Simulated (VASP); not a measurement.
# TePb (Immm) in VASP: settings compared

The runs below take TePb through single point, with PBE, r2SCAN.

Everything below comes from runs of VASP 6.6.1. Logs are shortened: lines on timing, memory, paths and dates and some standing lists are left out, and cuts for length are marked.

## 1. The cell of the first run

The structure is orthorhombic, space group Immm (No. 71). The conventional cell has a = 4.550 Å, b = 4.693 Å, c = 6.536 Å, α = 90.00°, β = 90.00°, γ = 90.00°. Around Pb (site symmetry mmm) lie 6 Te at 3.27 Å. Te (site symmetry mmm) is surrounded by 6 Pb at 3.27 Å.

The cell was built by a generator and needn't be a form met in nature.

## 2. Single point, PBE (shear_xy strain +3.1%)

INCAR

```
  ALGO = Normal
  EDIFF = 1E-6
  ENCUT = 520
  GGA = PE
  ISIF = 2
  ISMEAR = -1
  LASPH = T
  LCHARG = F
  LREAL = F
  LWAVE = F
  NBANDS = 17
  NELM = 100
  PREC = Accurate
  SIGMA = 0.02
```

KPOINTS

```
k-points
0
Gamma
  8 8 8
```

POSCAR

```
TePb
1.0
    0.0504880793      3.2678368472      3.2678368472
    3.2678368472      0.0504880793      3.2678368472
    3.3183249265      3.3183249265      0.0000000000
Pb Te
1 1
Direct
    0.0000000000      0.0000000000      0.0000000000
    0.5000000000      0.5000000000      0.5000000000
```

Potentials or basis: VASP PAW PBE potentials, release 64 (Pb_d, Te).

On the command line:

```console
> cat potpaw_PBE.64/Pb_d/POTCAR potpaw_PBE.64/Te/POTCAR > POTCAR
> mpirun -np 1 vasp_std > vasp.out
```

OUTCAR:

```text
EDIFF = 1E-6
   ENCUT = 520
   GGA = PE
   ISIF = 2
   ISMEAR = -1
   LASPH = T
   LREAL = F
   NELM = 100
   PREC = Accurate

 ion  position               nearest neighbor table
   1  0.000  0.000  0.000-   2 3.27   2 3.27   2 3.27   2 3.27   2 3.27   2 3.27
   2  0.500  0.500  0.500-   1 3.27   1 3.27   1 3.27   1 3.27   1 3.27   1 3.27

  LATTYP: Found a body centered orthorhombic cell.
 ALAT       =     4.5500182624
 B/A-ratio  =     1.0313848967
 C/A-ratio  =     1.4364060356

  Lattice vectors:

 A1 = (   3.2678368472,   0.0504880793,  -3.2678368472)
 A2 = (  -3.2678368472,  -0.0504880793,  -3.2678368472)
 A3 = (   0.0504880793,   3.2678368472,   3.2678368472)

Analysis of symmetry for initial positions (statically):
=====================================================================
 Subroutine PRICEL returns:
 Original cell was already a primitive cell.

 Routine SETGRP: Setting up the symmetry group for a
 body centered orthorhombic supercell.

 Subroutine GETGRP returns: Found  8 space group operations
 (whereof  8 operations were pure point group operations)
 out of a pool of  8 trial point group operations.

The static configuration has the point symmetry D_2h.

Analysis of symmetry for dynamics (positions and initial velocities):
=====================================================================
 Subroutine PRICEL returns:
 Original cell was already a primitive cell.

 Routine SETGRP: Setting up the symmetry group for a
 body centered orthorhombic supercell.

 Subroutine GETGRP returns: Found  8 space group operations
 (whereof  8 operations were pure point group operations)
 out of a pool of  8 trial point group operations.

The dynamic configuration has the point symmetry D_2h.

 Subroutine INISYM returns: Found  8 space group operations
 (whereof  8 operations are pure point group operations),
 and found     1 'primitive' translations

----------------------------------------------------------------------------------------

                                     Primitive cell

  volume of cell :      69.7762

  direct lattice vectors                    reciprocal lattice vectors
     0.050488079  3.267836847  3.267836847    -0.155407460  0.155407460  0.153006415
     3.267836847  0.050488079  3.267836847     0.155407460 -0.155407460  0.153006415
     3.318324926  3.318324926  0.000000000     0.150678433  0.150678433 -0.153006415

  length of vectors
     4.621694967  4.621694967  4.692820115     0.267794549  0.267794549  0.262333649

  position of ions in fractional coordinates (direct lattice)
     0.000000000  0.000000000  0.000000000
     0.500000000  0.500000000  0.500000000

  ion indices of the primitive-cell ions
   primitive index   ion index
                 1           1
                 2           2

----------------------------------------------------------------------------------------

 KPOINTS: k-points

Automatic generation of k-mesh.
 Grid dimensions read from file:
 generate k-points for:    8    8    8

 Generating k-lattice:

  Cartesian coordinates                     Fractional coordinates (reciprocal lattice)
    -0.019425933  0.019425933  0.019125802     0.125000000  0.000000000  0.000000000
     0.019425933 -0.019425933  0.019125802     0.000000000  0.125000000  0.000000000
     0.018834804  0.018834804 -0.019125802    -0.000000000 -0.000000000  0.125000000

  Length of vectors
     0.033474319  0.033474319  0.032791706

  Shift w.r.t. Gamma in fractional coordinates (k-lattice)
     0.000000000  0.000000000  0.000000000

 Subroutine IBZKPT returns following result:
 ===========================================

 Found     95 irreducible k-points:

 Following reciprocal coordinates:
            Coordinates               Weight
  0.000000  0.000000  0.000000      1.000000
  0.125000  0.000000  0.000000      4.000000
  0.250000  0.000000  0.000000      4.000000
  0.375000  0.000000  0.000000      4.000000
  0.500000  0.000000  0.000000      2.000000
  0.125000  0.125000  0.000000      2.000000
[... 16 lines left out ...]
  0.125000 -0.000000  0.125000      4.000000
  0.250000  0.000000  0.125000      8.000000
 [... further k-points ...]
   k-points           NKPTS =     95   k-points in BZ     NKDIM =     95   number of bands    NBANDS=     17
   number of dos      NEDOS =    301   number of ions     NIONS =      2
   total plane-waves  NPLWV =  46656
   dimension x,y,z NGX =    36 NGY =   36 NGZ =   36
   dimension x,y,z NGXF=    72 NGYF=   72 NGZF=   72
   ions per type =               1   1
   NGX,Y,Z   is equivalent  to a cutoff of  12.95, 12.95, 12.75 a.u.
   NGXF,Y,Z  is equivalent  to a cutoff of  25.90, 25.90, 25.51 a.u.
 SYSTEM =  unknown system
   PREC   = accura    normal or accurate (medium, high low for compatibility)
   ISTART =      0    job   : 0-new  1-cont  2-samecut
   ICHARG =      2    charge: 1-file 2-atom 10-const
   ISPIN  =      1    spin polarized calculation?
   LNONCOLLINEAR =      F non collinear calculations
   LSORBIT =      F    spin-orbit coupling
   LASPH  =      T    aspherical Exc in radial PAW
   ENCUT  =  520.0 eV  38.22 Ry    6.18 a.u.   8.59  8.59  8.73*2*pi/ulx,y,z
   NELM   =    100;   NELMIN=  2; NELMDL= -5     # of ELM steps
   EDIFF  = 0.1E-05   stopping-criterion for ELM
   LREAL  =      F    real-space projection
   EDIFFG = 0.1E-04   stopping-criterion for IOM
   NSW    =      0    number of steps for IOM
   IBRION =     -1    ionic relax: 0-MD 1-quasi-New 2-CG
   NFREE  =      0    steps in history (QN), initial steepest desc. (CG)
   ISIF   =      2    stress and relaxation
   ISYM   =      2    0-nonsym 1-usesym 2-fastsym
   POTIM  = 0.5000    time-step for ionic-motion
   TEBEG  =    0.0;   TEEND  =   0.0 temperature during run
   PSTRESS=    0.0 pullay stress
   NELECT =      20.0000    total number of electrons
   NUPDOWN=      -1.0000    fix difference up-down
   EMIN   =  10.00;   EMAX   =-10.00  energy-range for DOS
   EFERMI =   0.00;   METHOD = LEGACY
   ISMEAR =    -1;   SIGMA  =   0.02  broadening in eV -4-tet -1-fermi 0-gaus
   EFERMI_NEDOS =   21; number of points for ismear=-14 and -15
   IALGO  =     38    algorithm
   IMIX   =      4    mixing-type and parameters
     AMIX     =   0.40;   BMIX     =  1.00
     AMIX_MAG =   1.60;   BMIX_MAG =  1.00
  volume/ion in A,a.u.               =      34.89       235.44
  Fermi-wavevector in a.u.,A,eV,Ry     =   1.079400  2.039770 15.852203  1.165104
  Thomas-Fermi vector in A             =   2.215364
   LORBIT       =      0    0 simple, 1 ext, 2 COOP (PROOUT), +10 PAW based schemes
   GGA     = PE    functional components
   LHFCALC =     F    Hartree Fock is set to
   AEXX    =    0.0000 exact exchange contribution
   IVDW    =     0    specifies the selected vdW correction
   LEPSILON=     F    determine dielectric tensor
   LRPA    =     F    only Hartree local field effects (RPA)
 non-spin polarized calculation
  energy-cutoff  :      520.00
  volume of cell :       69.78
 maximum number of plane-waves:      1896
 NGX is ok and might be reduce to    36
   NGX = 17   NGY = 17   NGZ = 17

 number of electron      20.0000000 magnetization

 Free energy of the ion-electron system (eV)
  ---------------------------------------------------
  ext. energy  EPLUGINS =         0.00000000
  ---------------------------------------------------
  free energy    TOTEN  =        -7.51792962 eV

  energy without entropy =       -7.51792962  energy(sigma->0) =       -7.51792962

 E-fermi :   5.5813     XC(G=0):  -9.1494

 val. band max:        5.2550489033   @ k =  -0.0000  -0.0000   0.5000
 cond. band min:       5.9087708838   @ k =   0.5000   0.0000   0.0000
 fundamental gap:      0.6537219805
 Fermi energy:         5.5812784868

 k-point     1 :       0.0000    0.0000    0.0000
  band No.  band energies     occupation
      1     -11.4778      2.00000
      2     -11.4757      2.00000
      3     -11.4703      2.00000
      4     -11.4677      2.00000
      5     -11.4674      2.00000
      6      -6.5472      2.00000
[... 9 lines left out ...]
     16      11.2513      0.00000
     17      12.6665      0.00000

 k-point     2 :       0.1250    0.0000    0.0000
  band No.  band energies     occupation
      1     -11.4777      2.00000
      2     -11.4775      2.00000
      3     -11.4696      2.00000
      4     -11.4672      2.00000
      5     -11.4658      2.00000
      6      -6.4175      2.00000
[... 9 lines left out ...]
     16      11.4316      0.00000
     17      13.6018      0.00000

 k-point     3 :       0.2500    0.0000    0.0000
  band No.  band energies     occupation
      1     -11.4824      2.00000
      2     -11.4804      2.00000
      3     -11.4688      2.00000
      4     -11.4629      2.00000
      5     -11.4603      2.00000
      6      -6.0456      2.00000
[... 9 lines left out ...]
     16      12.2536      0.00000
     17      15.4146      0.00000

 k-point     4 :       0.3750    0.0000    0.0000
  band No.  band energies     occupation
      1     -11.4875      2.00000
      2     -11.4846      2.00000
      3     -11.4684      2.00000
      4     -11.4568      2.00000
      5     -11.4545      2.00000
      6      -5.5160      2.00000
[... 9 lines left out ...]
     16      13.5127      0.00000
     17      15.8286      0.00000
[... 343 lines left out ...]
      1     -11.4796      2.00000
      2     -11.4771      2.00000
      3     -11.4685      2.00000
      4     -11.4674      2.00000
      5     -11.4655      2.00000
      6      -6.4217      2.00000
[... 9 lines left out ...]
     16      11.5312      0.00000
     17      13.5616      0.00000

 k-point    23 :       0.1250   -0.0000    0.1250
  band No.  band energies     occupation
      1     -11.4813      2.00000
      2     -11.4754      2.00000
      3     -11.4707      2.00000
      4     -11.4655      2.00000
      5     -11.4650      2.00000
      6      -6.3774      2.00000
[... 9 lines left out ...]
     16      11.8510      0.00000
     17      13.0119      0.00000

 k-point    24 :       0.2500    0.0000    0.1250
  band No.  band energies     occupation
      1     -11.4872      2.00000
      2     -11.4751      2.00000
      3     -11.4709      2.00000
      4     -11.4620      2.00000
      5     -11.4610      2.00000
      6      -6.0865      2.00000
[... 9 lines left out ...]
     16      12.7388      0.00000
     17      14.1321      0.00000

 [... further k-points ...]

------------------------ aborting loop because EDIFF is reached ----------------------------------------

  FORCE on cell =-STRESS in cart. coord.  units (eV):
  Direction    XX          YY          ZZ          XY          YZ          ZX
  --------------------------------------------------------------------------------------
  -------------------------------------------------------------------------------------
  Total        0.2481820      0.2481820      0.2407601     -0.1905567      0.0000000      0.0000000
  in kB        5.6986691      5.6986691      5.5282492     -4.3754963      0.0000000      0.0000000
  external PRESSURE =       5.6418625 kB  Pullay stress =       0.0000000 kB

 VOLUME and BASIS-vectors are now :
 -----------------------------------------------------------------------------
  energy-cutoff  :      520.00
  volume of cell :       69.78
      direct lattice vectors                 reciprocal lattice vectors
     0.050488079  3.267836847  3.267836847    -0.155407460  0.155407460  0.153006415
     3.267836847  0.050488079  3.267836847     0.155407460 -0.155407460  0.153006415
     3.318324926  3.318324926  0.000000000     0.150678433  0.150678433 -0.153006415

 POSITION                                       TOTAL-FORCE (eV/Angst)
 -----------------------------------------------------------------------------------
      0.00000      0.00000      0.00000        -0.000000      0.000000      0.000000
      3.31832      3.31832      3.26784         0.000000     -0.000000      0.000000
 -----------------------------------------------------------------------------------
    total drift:                               -0.000000      0.000000      0.000000

  FREE ENERGIE OF THE ION-ELECTRON SYSTEM (eV)
  ---------------------------------------------------
  free  energy   TOTEN  =        -7.5179296218 eV

  energy  without entropy=       -7.5179296213  energy(sigma->0) =       -7.51792962
```

Run time: 76 s. Hardware: 1 thread of Intel Xeon Platinum 8259CL at 2.50GHz (Skylake/Cascade Lake), shared host; peak memory 0.28 GiB.

What came out:

* Free energy: -7.5179 eV
* Pressure: 0.6 GPa
* Band gap on the k mesh: 0.65 eV, indirect (least direct gap 0.78 eV)

Caveat: spin-orbit coupling is left out, which as a rule narrows the gap of such compounds by several tenths of an eV. A k mesh can miss the band edges.

## 3. Single point, r2SCAN (shear_xy strain +3.1%)

POSCAR is that of step 2.

INCAR.step1

```
SYSTEM = TePb
PREC = Accurate
ENCUT = 520
ISMEAR = 0
SIGMA = 0.01
LREAL = .FALSE.
LASPH = .TRUE.
NELM = 100
NBANDS = 17
GGA = PE
ALGO = Normal
EDIFF = 1E-4
LWAVE = .TRUE.
LCHARG = .FALSE.
```

INCAR.step2

```
SYSTEM = TePb
PREC = Accurate
ENCUT = 520
EDIFF = 1E-6
ISMEAR = 0
SIGMA = 0.01
LREAL = .FALSE.
LASPH = .TRUE.
NELM = 100
ALGO = Normal
ISIF = 2
LWAVE = .FALSE.
LCHARG = .FALSE.
METAGGA = R2SCAN
LMIXTAU = .TRUE.
NBANDS = 17
ISTART = 1
```

KPOINTS

```
Automatic mesh
0
G
  8 8 8
  0 0 0
```

Potentials or basis: VASP PAW PBE potentials, release 64 (Pb_d, Te).

On the command line:

```console
> cat potpaw_PBE.64/Pb_d/POTCAR potpaw_PBE.64/Te/POTCAR > POTCAR
> cp INCAR.step1 INCAR
> mpirun -np 1 vasp_std > vasp.out
> cp INCAR.step2 INCAR
> mpirun -np 1 vasp_std > vasp.out
```

Run time: 4.5 min. Hardware: 1 thread of Intel Xeon Platinum 8259CL at 2.50GHz (Skylake/Cascade Lake), shared host; peak memory 0.3 GiB.

It converged, with:

* Free energy: -82.7029 eV
* Pressure: 0.0 GPa
* Band gap on the k mesh: 0.93 eV, indirect (least direct gap 1.06 eV)

Stress tensor (GPa, compression positive):
```
-0.02 -0.48  0.00
-0.48 -0.02  0.00
 0.00  0.00 -0.04
```

Levels at points of the mesh, in eV from the valence-band top:
| k point | band 8 | band 9 | band 10 | band 11 | band 12 | band 13 |
| --- | --- | --- | --- | --- | --- | --- |
| (0.00, 0.00, 0.00) | -1.55 | -1.42 | -1.29 | 4.20 | 4.25 | 4.31 |
| (0.50, 0.00, 0.00) | -1.05 | -0.98 | -0.13 | 0.93 | 1.34 | 1.43 |
| (0.50, 0.50, 0.00) | -4.48 | -2.97 | -2.68 | 3.68 | 5.58 | 5.71 |
| (0.00, 0.00, 0.50) | -0.96 | -0.88 | 0.00 | 1.08 | 1.48 | 1.55 |
| (0.50, 0.00, 0.50) | -4.48 | -2.83 | -2.83 | 3.67 | 5.60 | 5.64 |

Caveat: the PAW data sets were made with another functional, which shifts forces and pressure a little; spin-orbit coupling is left out, which as a rule narrows the gap of such compounds by several tenths of an eV. A k mesh can miss the band edges.
